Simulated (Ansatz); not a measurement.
**Mechanical response of CsCl (Pm-3m)**

```yaml
crystal:
  lattice:
    - [4.06534, 0.00000, 0.00000]
    - [0.00000, 4.06534, 0.00000]
    - [0.00000, 0.00000, 4.06534]
  atoms:
    - { symbol: Cs, position: [0.00000, 0.00000, 0.00000] }
    - { symbol: Cl, position: [0.50000, 0.50000, 0.50000] }
```

Computed, not measured; unless marked otherwise by PBEsol, all-electron LAPW in Ansatz 0.2.0, scalar-relativistic. k mesh 6×6×6, fixed occupations, basis error target 1 meV/atom. The cell was relaxed by PAW under this functional, which moved its volume by -4 % from the database entry's.

The cell is cubic and carries a residual pressure of 0.04 GPa at this level. Each strain component that symmetry leaves independent is applied at ±0.005, the ions relax wherever a strain frees them, and the stress (tension positive, GPa) is read. Shears are engineering strains, γ = 2ε.

| strain | size | σxx | σyy | σzz | σyz | σxz | σxy |
| --- | --- | --- | --- | --- | --- | --- | --- |
| xx | -0.005 | -0.2339 | -0.0894 | -0.0894 | 0.0000 | 0.0000 | 0.0000 |
| xx | +0.005 | 0.1445 | 0.0022 | 0.0022 | 0.0000 | 0.0000 | 0.0000 |
| yz | -0.005 | -0.0435 | -0.0433 | -0.0433 | -0.0457 | 0.0000 | 0.0000 |
| yz | +0.005 | -0.0435 | -0.0433 | -0.0433 | 0.0457 | 0.0000 | 0.0000 |

A central difference gives one constant, for example C11 ≈ (0.1445 − (-0.2339))/(0.01) = 37.8 GPa; the program then imposes the crystal's symmetry on the whole matrix.

(1) What are the independent elastic constants?

(2) Do they meet the Born conditions?

(3) What moduli does a random aggregate of grains have?

(4) With the density of 4.161 g/cm³, how fast does sound travel, and what Debye temperature follows?

(5) How far do the constants move if PAW replaces LAPW in the same cell?

## Answers

(1) C11 = 37.8, C12 = 9.2, C44 = 9.1 GPa.

(2) C11 − C12 = 28.7, C11 + 2C12 = 56.1 and C44 = 9.1 GPa must all be positive, so the crystal is elastically stable; that says nothing yet of its phonons.

(3) B = (C11 + 2C12)/3 = 18.7 GPa. G_V = (C11 − C12 + 3C44)/5 = 11.2 and G_R = 5(C11 − C12)C44/(4C44 + 3(C11 − C12)) = 10.7, so G_H = 11.0 GPa. Then E = 9BG/(3B + G) = 27.5 GPa, ν = (3B − 2G)/(6B + 2G) = 0.255 and B/G = 1.71, on the brittle side of Pugh's 1.75 (a rule of thumb, made for metals; it doesn't predict ductility here).

(4) 

```csv
direction,slow (m/s),middle (m/s),fast (m/s)
[100],1482,1482,3015
[110],1482,1856,2800
[111],1741,1741,2725
```

The mean of v⁻³ over directions and branches gives v_m = 1794 m/s and θ_D = (ħ/k_B) v_m (6π²n)^(1/3) = 166 K, n being atoms per volume. Young's modulus spans 24 to 34 GPa over directions, and the universal anisotropy index is 0.25.

(5) 

```
constant  LAPW (GPa)  PAW (GPa)  difference
     C11        37.8       37.8         0.0
     C12         9.2        9.2         0.0
     C44         9.1        9.1         0.0
```

Keep in mind: the frozen-core PAW files of the compared runs were fitted under PBE, their cores solved anew for this functional.
